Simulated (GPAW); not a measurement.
Crystal: TiB2.

```xyz
3
Lattice="3.0292 0.0000 0.0000 -1.5146 2.6234 0.0000 0.0000 0.0000 3.2284" Properties=species:S:1:pos:R:3 pbc="T T T"
Ti    0.0000    0.0000    0.0000
B     1.5146    0.8745    1.6142
B     0.0000    1.7489    1.6142
```

Base run:

- Program: GPAW 26.7.0
- Functional: LDA
- Potentials or basis: the program's PAW data sets (release 1.2.1) made for this functional
- Cutoff: 800 eV
- Basis: pw
- k mesh: 9 × 9 × 7
- Occupations: fermi-dirac, width 0.05 eV
- Spin: no spin polarisation

Its results: pressure -10.9 GPa.

Problem. After a change of settings the same cell gave: pressure 5.3 GPa. Which change was it?
A. functional from LDA to PW91; potentials or basis from the program's PAW data sets (release 1.2.1) made for this functional to PAW data sets generated in the run's folder for this functional
B. functional from LDA to RPBE
C. functional from LDA to BLYP; potentials or basis from the program's PAW data sets (release 1.2.1) made for this functional to PAW data sets generated in the run's folder for this functional
D. functional from LDA to PBE; potentials or basis from the program's PAW data sets (release 1.2.1) made for this functional to GPAW PAW data sets (gpaw-data 1.2.1)

Solution. B.

RPBE binds less tightly than LDA, so the same cell stands under more pressure.
